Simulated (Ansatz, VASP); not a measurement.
Two plane-wave programs on ZrC

```
CELL_PARAMETERS angstrom
3.28553 0.00000 0.00000
0.00000 3.28553 0.00000
0.00000 0.00000 6.18876
ATOMIC_POSITIONS crystal
Zr 0.50000 0.50000 0.25000
Zr 0.50000 0.50000 0.75000
C 0.00000 0.50000 0.00000
C 0.50000 0.00000 0.50000
```

Change from the starting cell: ordered vacancies on the cation sites of antifluorite (P4_2/mmc, No. 131).

Alike in both runs: task relaxation of cell and atoms; functional PBE; k mesh 14 × 14 × 8; occupations gaussian, width 0.1 eV; no spin polarisation.

```csv
,VASP,Ansatz
version,VASP 6.6.1,Ansatz 0.2.0
potentials or method,"VASP PAW PBE potentials, release 64 (Zr_sv, C)","scalar-relativistic, plane waves, PAW"
plane-wave cutoff (eV),600,420
valence electrons in the cell,32,32
```

Ansatz gave:

```
gap on the k mesh at the Fermi level, each at its own relaxed structure (eV) : none
relaxed volume (Å³/atom)                                                     : 16.75
relaxed cell length with the largest relative difference (Å)                 : 3.298
```

What did VASP give for the same quantities?

gap on the k mesh at the Fermi level, each at its own relaxed structure (eV): none; relaxed volume (Å³/atom): 16.76; relaxed cell length with the largest relative difference (Å): 3.299.

A gap of «none» marks a metal or a gap that the smearing closes.
